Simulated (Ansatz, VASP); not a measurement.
Cr in VASP and in Ansatz

Contents of INCAR:

```
ALGO = Normal
EDIFF = 1E-6
ENCUT = 520
GGA = PE
ISIF = 2
ISMEAR = 0
LASPH = True
LCHARG = False
LREAL = False
LWAVE = False
NBANDS = 12
NELM = 80
PREC = Accurate
SIGMA = 0.15
```

File KPOINTS:

```
k-points
0
Gamma
  24 24 24
```

File POSCAR:

```
Cr
1.0
   -1.5573060000      1.5573060000      1.5573060000
    1.5573060000     -1.5573060000      1.5573060000
    1.5573060000      1.5573060000     -1.5573060000
Cr
1
Direct
    0.0000000000      0.0000000000      0.0000000000
```

Input for Ansatz:

```yaml
crystal:
  lattice:
    - [-1.557306, 1.557306, 1.557306]
    - [1.557306, -1.557306, 1.557306]
    - [1.557306, 1.557306, -1.557306]
  atoms:
    - { symbol: Cr, position: [0.0, 0.0, 0.0] }
basis:
  ecutwfc: 420
kpoints:
  mp_grid: { grid: [24, 24, 24] }
hamiltonian:
  xc: pbe
scf:
  occupations: { method: gaussian, width: 0.15 }
output:
  forces: true
  stress: true
  eigenvalues: true
```

Change from the starting cell: strain +0.080 along x and y, +0.080 along z, atoms carried along.

Alike in both runs: task single point; functional PBE; k mesh 24 × 24 × 24; occupations gaussian, width 0.15 eV; no spin polarisation.

|  | VASP | Ansatz |
| --- | --- | --- |
| version | VASP 6.6.1 | Ansatz 0.2.0 |
| potentials or method | VASP PAW PBE potentials, release 64 (Cr_pv) | scalar-relativistic, plane waves, PAW |
| plane-wave cutoff (eV) | 520 | 420 |
| valence electrons in the cell | 12 | 14 |

```csv
,VASP,Ansatz,Ansatz less VASP
gap on the k mesh at the Fermi level (eV),none,none,-
pressure (GPa),-38.7,-38.7,+0.02
```

A gap of «none» marks a metal or a gap that the smearing closes. The two sets of potentials don't hold the same shells in valence.

Caveats: the cell as given lies far from equilibrium; so large a pressure means that the cell lies far from this level's equilibrium, or that cutoff or potentials fall short (VASP); the run has no spin polarisation, though such a crystal can be magnetic. Spin polarisation is off, so any magnetic state and its effect on volume and gap are missing.
